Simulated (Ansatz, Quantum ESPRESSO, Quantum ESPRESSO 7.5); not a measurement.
**1T-SrCl2, 1 layer: biaxial strain by an ASE script**

How do the band edges of 1T-SrCl2, 1 layer move against the vacuum when the sheet is stretched?

Program: Quantum ESPRESSO 7.5. Level of theory: plane-wave DFT, PBE, GBRV ultrasoft pseudopotentials (geometry by Ansatz 0.2.0 with PAW datasets; geometry under PBE). Results are calculated unless marked as measured.

This is a report of a sequence of runs, with most program output left out.

## 1. The structure

The cell holds 3 atoms: 2 Cl and 1 Sr. Cell: a = 4.008 Å, b = 4.008 Å, c = 18.471 Å, α = 90.0°, β = 90.0°, γ = 120.0°. It derives from SrCl2. Vacuum lies along c.

This sheet is a model structure: its symmetry is held, and its stability is not tested here.

## 2. Geometry from Ansatz

A relaxation in Ansatz fixes the structure of this slab for the runs on it.

Contents of input.yaml:

```yaml
crystal:
  lattice:
    - [4.008065, 0.0, 0.0]
    - [-2.0040325, 3.47108611, 0.0]
    - [0.0, 0.0, 18.4708469102]
  atoms:
    - { symbol: Cl, position: [0.6666666667, 0.3333333333, 0.4060452689] }
    - { symbol: Sr, position: [0.0, 0.0, 0.5] }
    - { symbol: Cl, position: [0.3333333333, 0.6666666667, 0.5939547311] }
kpoints:
  mp_grid: { grid: [12, 12, 1] }
hamiltonian:
  xc: pbe
scf:
  occupations: { method: fermi_dirac, width: 0.05 }
  convergence: { dr2_threshold: 1.0e-08 }
efield:
  axis: 3
  dipole_correction: true
  ramp_position: 0.97
  ramp_width: 0.04
relax:
  f_tol: 0.01
  cell: { fix: [c, alpha, beta] }
output:
  write_potential: true
  write_density: true
  volumetric_format: npy
```

Run with:

```
> ansatz run input.yaml --threads 2 --pin off --max-ram 4096MiB --backend cpu --events-out ev --progress --plain --runs-dir out
```

Run time: 18 s. Hardware: 2 threads of Arm Neoverse V2, shared host; peak memory 0.47 GiB.

Relaxation path:

```tsv
step	energy less that of the first step (eV)	largest force component (eV/Å)	pressure (GPa)	volume (Å³)
1	0.0000	0.4527	0.57	256.97
2	-0.2314	0.0708	0.84	277.49
3	-0.3333	0.1152	0.43	300.29
4	-0.3439	0.0776	-0.28	328.71
5	-0.3563	0.0090	-0.02	316.98
6*	-0.3580	0.0092	-0.01	316.98
```

Relaxation steps marked * repeat the geometry before them on a plane-wave basis chosen anew for their cell, so energy and pressure can jump there.

Forces are held to the 6 operations that the run works with; a distortion that breaks them can't arise in this run.

```tsv
cell as run	before	after	change
a (Å)	4.008	4.452	+11.1 %
b (Å)	4.008	4.452	+11.1 %
```

The atoms that moved most (Å, along periodic axes as changes of fractional coordinates times the final cell, across vacuum about the mean position):

```tsv
atom	dx	dy	dz	length
Cl3	0.000	0.000	-0.336	0.336
Cl1	0.000	0.000	0.336	0.336
```

Final coordinates:

```cif
data_structure
_symmetry_space_group_name_H-M 'P 1'
_symmetry_Int_Tables_number 1
_cell_length_a 4.4515
_cell_length_b 4.4515
_cell_length_c 18.4708
_cell_angle_alpha 90.000
_cell_angle_beta 90.000
_cell_angle_gamma 120.000
_cell_volume 316.98
loop_
_atom_site_label
_atom_site_type_symbol
_atom_site_fract_x
_atom_site_fract_y
_atom_site_fract_z
_atom_site_occupancy
Cl1 Cl 0.66667 0.33333 0.42423 1
Sr2 Sr 0.00000 0.00000 0.50000 1
Cl3 Cl 0.33333 0.66667 0.57577 1
```

Read from the output:

```
free energy                                                      : -5710.5819 eV
Fermi energy                                                     : -2.146 eV
gap by band count                                                : 5.765 eV
symmetry operations                                              : 6
dipole along the normal                                          : 4.01e-5 e·Å
vacuum level at the upper face over a Fermi level inside the gap : 4.985 eV
vacuum level at the lower face over a Fermi level inside the gap : 4.986 eV
```

## 3. Running the series

Under ESM bc1 levels count from the vacuum, or from the mean of the two vacuum levels where the sheet has a dipole, so band edges at unlike strains can be compared.

Level of this step: plane-wave DFT, PBE, GBRV ultrasoft pseudopotentials (Quantum ESPRESSO 7.5).

Contents of run.py:

```python
import json
import numpy as np
from ase import Atoms
from ase.calculators.espresso import Espresso, EspressoProfile

profile = EspressoProfile(command='mpirun -n 2 pw.x -nk 2', pseudo_dir='../pseudo')
pseudopotentials = {'Cl': 'cl_pbe_v1.4.uspp.F.UPF', 'Sr': 'sr_pbe_v1.uspp.F.UPF'}
system = {'ecutwfc': 40, 'ecutrho': 200, 'occupations': 'smearing', 'smearing': 'fd', 'degauss': 0.002}


def calculator(name, kpts, **extra):
    data = dict(control=dict(tprnfor=True, verbosity='high', disk_io='none'),
                system=system | extra,
                electrons=dict(conv_thr=1e-09, mixing_beta=0.4, mixing_mode='plain',
                               electron_maxstep=100))
    return Espresso(profile=profile, directory=name, pseudopotentials=pseudopotentials, kpts=kpts, input_data=data)


def centre(atoms):
    z = atoms.positions[:, 2]
    atoms.positions[:, 2] -= (z.max() + z.min()) / 2  # ESM wants the slab about z = 0
    return atoms

sheet = Atoms(
    ['Cl', 'Sr', 'Cl'],
    scaled_positions=[
        [0.6666666667, 0.3333333333, 0.4242259131],
        [0.0000000000, 0.0000000000, 0.5000017496],
        [0.3333333333, 0.6666666667, 0.5757723372]],
    cell=[
        [4.451538998778, 0.000000000000, 0.000000000000],
        [-2.225769499389, 3.855145858879, 0.000000000000],
        [0.000000000000, 0.000000000000, 18.470846910200]],
    pbc=True)

rows = []
for strain in [-0.03, -0.015, 0.0, 0.015, 0.03]:
    atoms = sheet.copy()
    atoms.set_cell(sheet.cell.array * [[1 + strain], [1 + strain], [1]], scale_atoms=True)
    atoms = centre(atoms)
    atoms.calc = calculator(f's{strain:+.3f}', (12, 12, 1), assume_isolated='esm', esm_bc='bc1', nbnd=16)
    energy = atoms.get_potential_energy()
    levels = np.array([atoms.calc.get_eigenvalues(kpt=i) for i in range(len(atoms.calc.get_ibz_k_points()))])
    top, bottom = levels[:, 11].max(), levels[:, 12].min()
    direct = (levels[:, 12] - levels[:, 11]).min()
    rows.append([strain, energy, top, bottom, direct])
    print(f'strain {strain:+.3f}: E = {energy:.5f} eV, valence top {top:.3f}, conduction bottom {bottom:.3f}, '
          f'gap {bottom - top:.3f}, least direct gap {direct:.3f} eV')

x, energy, top, bottom, direct = np.array(rows).T
area = np.linalg.norm(np.cross(*sheet.cell[:2]))
stiffness = np.polyfit(x, energy, 2)[0] / area * 16.0218  # C11 + C12, heights clamped
print(f'valence and conduction edges move by {np.polyfit(x, top, 1)[0]:.2f} and {np.polyfit(x, bottom, 1)[0]:.2f} eV per unit biaxial strain')
print(f'C11 + C12 with clamped heights: {stiffness:.1f} N/m')
json.dump(dict(rows=rows, stiffness=stiffness), open('result.json', 'w'))
```

Run with:

```
> OMP_NUM_THREADS=1 python run.py
```

Wall time 7.5 min (2 MPI ranks); peak memory 0.61 GiB.

This step gave:

| Quantity | Value |
| --- | --- |
| biaxial stiffness | 45.57 N/m |

Table of band edge from the vacuum level by biaxial strain:

```tsv
biaxial strain (%)	valence top (eV)	conduction bottom (eV)
-3.00	-8.04	-2.01
-1.50	-8.00	-2.10
0.00	-7.96	-2.19
1.50	-7.92	-2.28
3.00	-7.87	-2.36
```

Table of gap by biaxial strain:

```tsv
biaxial strain (%)	on the mesh (eV)	least direct (eV)
-3.00	6.03	6.15
-1.50	5.90	6.00
0.00	5.77	5.86
1.50	5.64	5.72
3.00	5.51	5.58
```

Table of energy over the lowest by biaxial strain:

```tsv
biaxial strain (%)	energy over the lowest (meV)
-3.00	45.2
-1.50	10.3
0.00	0
1.50	11.6
3.00	42.6
```

## 4. Running the series: PBE, PseudoDojo norm-conserving

Level of this step: plane-wave DFT, PBE, PseudoDojo norm-conserving pseudopotentials (Quantum ESPRESSO 7.5).

run.py, as its differences from the input of step 3:

```diff
@@ -6,4 +6,4 @@
 profile = EspressoProfile(command='mpirun -n 2 pw.x -nk 2', pseudo_dir='../pseudo')
-pseudopotentials = {'Cl': 'cl_pbe_v1.4.uspp.F.UPF', 'Sr': 'sr_pbe_v1.uspp.F.UPF'}
-system = {'ecutwfc': 40, 'ecutrho': 200, 'occupations': 'smearing', 'smearing': 'fd', 'degauss': 0.002}
+pseudopotentials = {'Cl': 'Cl.dojo-sr-pbe-0.4.1-standard.upf', 'Sr': 'Sr.dojo-sr-pbe-0.4.1-standard.upf'}
+system = {'ecutwfc': 56, 'ecutrho': 224, 'occupations': 'smearing', 'smearing': 'fd', 'degauss': 0.002}
```

Run with:

```
> OMP_NUM_THREADS=1 python run.py
```

The job ended after 12 min (2 MPI ranks; peak memory 0.45 GiB).

Numbers from this step:

```
biaxial stiffness : 45.59 N/m
```

Band edge from the vacuum level against biaxial strain:

```tsv
biaxial strain (%)	valence top (eV)	conduction bottom (eV)
-3.00	-8.03	-2.01
-1.50	-8.00	-2.10
0.00	-7.96	-2.19
1.50	-7.91	-2.28
3.00	-7.87	-2.36
```

Table of gap by biaxial strain:

```tsv
biaxial strain (%)	on the mesh (eV)	least direct (eV)
-3.00	6.03	6.15
-1.50	5.90	6.00
0.00	5.77	5.86
1.50	5.64	5.72
3.00	5.51	5.58
```

Table of energy over the lowest by biaxial strain:

```tsv
biaxial strain (%)	energy over the lowest (meV)
-3.00	45.0
-1.50	10.2
0.00	0
1.50	11.6
3.00	42.8
```

## 5. Running the series, with pools = 64

One more run, with a changed input.

Level of this step: plane-wave DFT, PBE, GBRV ultrasoft pseudopotentials (Quantum ESPRESSO 7.5).

run.py, as its differences from the input of step 3:

```diff
@@ -5,3 +5,3 @@
 
-profile = EspressoProfile(command='mpirun -n 2 pw.x -nk 2', pseudo_dir='../pseudo')
+profile = EspressoProfile(command='mpirun -n 2 pw.x -nk 64', pseudo_dir='../pseudo')
 pseudopotentials = {'Cl': 'cl_pbe_v1.4.uspp.F.UPF', 'Sr': 'sr_pbe_v1.uspp.F.UPF'}
@@ -14,3 +14,3 @@
                 electrons=dict(conv_thr=1e-09, mixing_beta=0.4, mixing_mode='plain',
-                               electron_maxstep=100))
+                               electron_maxstep=60))
     return Espresso(profile=profile, directory=name, pseudopotentials=pseudopotentials, kpts=kpts, input_data=data)
@@ -36,3 +36,3 @@
 rows = []
-for strain in [-0.03, -0.015, 0.0, 0.015, 0.03]:
+for strain in [-0.03, -0.015, 0.0]:
     atoms = sheet.copy()
```

Run with:

```
> OMP_NUM_THREADS=1 python run.py
```

Elapsed: 2 s, on 2 MPI ranks; peak memory 0.16 GiB.

The program refused the input before any cycle.

The fault put into the input: more pools than k-points or ranks (pools = 64).

The number of pools must divide the number of ranks; pools beyond the number of k-points stand idle.

## 6. A check by hand

Under equal strain ε in the plane, E = A (C11 + C12) ε². From the points at ±1.5 %: d²E/dε² = (10.32 + 11.57 − 2 × 0.00) meV / 0.015² = 97 eV, and 97/(2 × 17.161 Å²) × 16.02 = 45 N/m.

## 7. What came out

| Quantity | Value |
| --- | --- |
| C11 + C12, heights clamped, PBE, GBRV ultrasoft | 46 N/m |
| gap on the mesh at zero strain, PBE, GBRV ultrasoft | 5.77 eV |
| valence top below the vacuum at zero strain, PBE, GBRV ultrasoft | 7.96 eV |
| shift of the valence top per unit biaxial strain, PBE, GBRV ultrasoft | 2.7 eV |
| shift of the conduction bottom per unit biaxial strain, PBE, GBRV ultrasoft | -5.9 eV |
| C11 + C12, heights clamped, PBE, PseudoDojo norm-conserving | 46 N/m |
| gap on the mesh at zero strain, PBE, PseudoDojo norm-conserving | 5.77 eV |
| valence top below the vacuum at zero strain, PBE, PseudoDojo norm-conserving | 7.96 eV |
| shift of the valence top per unit biaxial strain, PBE, PseudoDojo norm-conserving | 2.7 eV |
| shift of the conduction bottom per unit biaxial strain, PBE, PseudoDojo norm-conserving | -5.9 eV |

In words: The sheet's biaxial stiffness comes to 46 N/m and its gap at zero strain to 5.77 eV (PBE, GBRV ultrasoft). From −3 % to +3 % the gap on the mesh goes from 6.03 to 5.51 eV; it is indirect at every strain. Heights are clamped under strain, which makes a sheet with several atomic planes too stiff. Semilocal gaps are too small. Spin-orbit coupling is left out; depending on the atoms that carry the levels of interest, it can split and shift them by tens to hundreds of meV.

[Logs are printed without paths, hosts, clocks, repeated set-up lines and the standing remarks that a program may print on its own settings, such as how far it seeks lower states.]

[Hosts, paths, dates, database ids (printed as entryN), source tags and the programs' standing remarks are cut or masked in the printed files.]

[Maps of the electrostatic potential energy from Ansatz leave out the sawtooth potential of an applied field or a dipole correction, so their vacuum need not be flat; planar profiles and work functions include it.]
